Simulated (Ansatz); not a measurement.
# NaF: the cost of one run

Method: DFT PBE, scalar-relativistic, plane waves, PAW, in Ansatz 0.2.0.

## 1. The structure to begin with

Symmetry: Pm-3m, No. 221, cubic system. The conventional cell has a = 2.560 Å, b = 2.560 Å, c = 2.560 Å, α = 90.00°, β = 90.00°, γ = 90.00°. Li (site symmetry m-3m) has 8 F at 2.22 Å as nearest neighbours. F (site symmetry m-3m) has 8 Li at 2.22 Å as nearest neighbours.

Coordinates:

```cif
data_structure
_symmetry_space_group_name_H-M 'P 1'
_symmetry_Int_Tables_number 1
_cell_length_a 2.5595
_cell_length_b 2.5595
_cell_length_c 2.5595
_cell_angle_alpha 90.000
_cell_angle_beta 90.000
_cell_angle_gamma 90.000
_cell_volume 16.77
loop_
_atom_site_label
_atom_site_type_symbol
_atom_site_fract_x
_atom_site_fract_y
_atom_site_fract_z
_atom_site_occupancy
Li1 Li 0.00000 0.00000 0.00000 1
F1 F 0.50000 0.50000 0.50000 1
```

The structure comes from the Materials Project (structure only).

## 2. Substitution of an element, cell strained: Li → Na, first probe

Against the listed cell: Na takes all sites of Li, and lengths are scaled by 1.123 as a first guess of the size; strain xx, yy, zz, yz, xz, xy = +2.0, +2.0, +2.0, +0.0, +0.0, +0.0 %.

Contents of input.yaml:

```yaml
crystal:
  lattice:
    - [2.9313277198, 0.0, 0.0]
    - [0.0, 2.9313277198, 0.0]
    - [0.0, 0.0, 2.9313277198]
  atoms:
    - { symbol: Na, position: [0.0, 0.0, 0.0] }
    - { symbol: F, position: [0.5, 0.5, 0.5] }
basis:
  ecutwfc: 420
kpoints:
  mp_grid: { grid: [6, 6, 6] }
hamiltonian:
  xc: pbe
scf:
  occupations: { method: gaussian, width: 0.1 }
output:
  forces: true
  stress: true
  eigenvalues: true
```

On the command line:

```
$ ansatz run input.yaml --threads 1 --pin off --max-ram 1331MiB --backend cpu --events-out ev --progress --plain --runs-dir out
```

What time and memory should one allow on 1 thread of an x86-64 CPU, shared host?

About 1.3 s, with a peak of 0.27 GiB.
